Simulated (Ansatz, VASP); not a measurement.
**One calculation of MgO, two programs**

Contents of POSCAR:

```
MgO
1.0
    3.3513154948      0.0000000000      0.0000000000
   -1.6756577423      2.9023243509      0.0000000000
    0.0000000000      0.0000000000      5.0484534221
Mg O
2 2
Direct
    0.3333333333      0.6666666667      0.0021597400
    0.6666666667      0.3333333333      0.5021597400
    0.3333333333      0.6666666667      0.4024402600
    0.6666666667      0.3333333333      0.9024402600
```

INCAR.step1

```
  PREC = Accurate
  ENCUT = 520
  ISMEAR = 0
  SIGMA = 0.01
  LREAL = False
  LASPH = True
  NELM = 100
  NBANDS = 16
  GGA = PE
  ALGO = Normal
  EDIFF = 1E-4
  LWAVE = True
  LCHARG = False
```

Contents of INCAR.step2:

```
  PREC = Accurate
  ENCUT = 520
  EDIFF = 1E-6
  ISMEAR = 0
  SIGMA = 0.01
  LREAL = False
  LASPH = True
  NELM = 100
  ALGO = Normal
  ISIF = 2
  LWAVE = False
  LCHARG = False
  METAGGA = R2SCAN
  LMIXTAU = True
  NBANDS = 16
  ISTART = 1
```

Contents of KPOINTS:

```
Automatic mesh
0
Gamma
  6 6 4
```

Input for Ansatz:

```yaml
crystal:
  lattice:
    - [3.3513154947525385, 0.0, 0.0]
    - [-1.6756577423104722, 2.902324350856449, 0.0]
    - [0.0, 0.0, 5.048453422083689]
  atoms:
    - { symbol: Mg, position: [0.3333333333333333, 0.6666666666666666, 0.00215974] }
    - { symbol: Mg, position: [0.6666666666666666, 0.3333333333333333, 0.50215974] }
    - { symbol: O, position: [0.3333333333333333, 0.6666666666666666, 0.40244026] }
    - { symbol: O, position: [0.6666666666666666, 0.3333333333333333, 0.90244026] }
accuracy: low
basis:
  ecutwfc: 750.0
kpoints:
  mp_grid:
    grid: [6, 6, 4]
hamiltonian:
  xc: r2scan
  pseudopotentials:
    kind: paw
scf:
  max_iter: 60
  algorithm: direct_min
  convergence:
    dr2_threshold: 1.0e-08
  occupations:
    method: fixed
  initial_density:
    normalization: cell
```

Measurements of this composition are mostly on another form, of space group No. 225.

Alike in both runs: task single point; functional r2SCAN; k mesh 6 × 6 × 4; no spin polarisation.

|  | VASP | Ansatz |
| --- | --- | --- |
| version | VASP 6.6.1 | Ansatz 0.2.0 |
| potentials or method | VASP PAW PBE potentials, release 64 (Mg, O) | plane waves, PAW |
| plane-wave cutoff (eV) | 520 | 750 |
| occupations | gaussian, width 0.01 eV | fixed |
| valence electrons in the cell | 16 | 32 |

```csv
,VASP,Ansatz,Ansatz less VASP
gap on the k mesh at the Fermi level (eV),3.91,3.92,+0.015
```

The two sets of potentials don't hold the same shells in valence.

Caveats: the PAW data sets were made with another functional, which shifts forces and pressure a little (VASP). r2SCAN opens gaps a little over a GGA but as a rule still falls short of measured ones.
